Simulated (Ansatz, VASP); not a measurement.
# Two plane-wave programs on BeTe3

The input INCAR:

```
ALGO     = Normal         # electronic algorithm
EDIFF    = 1E-6           # SCF threshold, eV
ENCUT    = 520            # plane-wave cutoff, eV
GGA      = PE             # functional
ISIF     = 2              # what is computed and relaxed
ISMEAR   = 0              # smearing method
LASPH    = T              # aspherical terms in the spheres
LCHARG   = F              # write CHGCAR
LREAL    = F              # projectors in reciprocal space
LWAVE    = F              # write WAVECAR
NBANDS   = 18             # bands
NELM     = 80             # most SCF steps
PREC     = Accurate       # precision mode
SIGMA    = 0.1            # smearing width, eV
```

File KPOINTS:

```
k-points
0
Gamma
  4 4 4
```

The input POSCAR:

```
BeTe3
1.0
    0.0000000000      3.7320555400      3.7320555400
    3.7320555400      0.0000000000      3.7320555400
    3.7320555400      3.7320555400      0.0000000000
Be Te
1 3
Direct
    0.0000000000      0.0000000000      0.0000000000
    0.2500000000      0.2500000000      0.2500000000
    0.7500000000      0.7500000000      0.7500000000
    0.5000000000      0.5000000000      0.5000000000
```

Input for Ansatz:

```yaml
crystal:
  lattice:
    - [0.0, 3.73205554, 3.73205554]
    - [3.73205554, 0.0, 3.73205554]
    - [3.73205554, 3.73205554, 0.0]
  atoms:
    - { symbol: Be, position: [0.0, 0.0, 0.0] }
    - { symbol: Te, position: [0.25, 0.25, 0.25] }
    - { symbol: Te, position: [0.75, 0.75, 0.75] }
    - { symbol: Te, position: [0.5, 0.5, 0.5] }
basis:
  ecutwfc: 420
kpoints:
  mp_grid: { grid: [4, 4, 4] }
hamiltonian:
  xc: pbe
scf:
  occupations: { method: gaussian, width: 0.1 }
  lower_state_search: "off"
output:
  forces: true
  stress: true
  eigenvalues: true
```

Change from the starting cell: species swapped into the SmCd3 type (Fm-3m, No. 225).

Alike in both runs: task single point; functional PBE; k mesh 4 × 4 × 4; occupations gaussian, width 0.1 eV; no spin polarisation.

|  | VASP | Ansatz |
| --- | --- | --- |
| version | VASP 6.6.1 | Ansatz 0.2.0 |
| potentials or method | VASP PAW PBE potentials, release 64 (Be, Te) | scalar-relativistic, plane waves, PAW |
| plane-wave cutoff (eV) | 520 | 420 |
| valence electrons in the cell | 20 | 50 |

|  | VASP | Ansatz | Ansatz less VASP |
| --- | --- | --- | --- |
| gap on the k mesh at the Fermi level (eV) | none | none | - |
| pressure (GPa) | -2.8 | -2.8 | +0.06 |

A gap of «none» marks a metal or a gap that the smearing closes. The functional is the same, so the differences come from potentials, cutoffs and numerics. The two sets of potentials don't hold the same shells in valence.

Caveats: the k mesh is coarse (spacing up to 0.36 Å⁻¹), so the values aren't converged. Spin-orbit coupling is left out, which matters for the levels of Te.
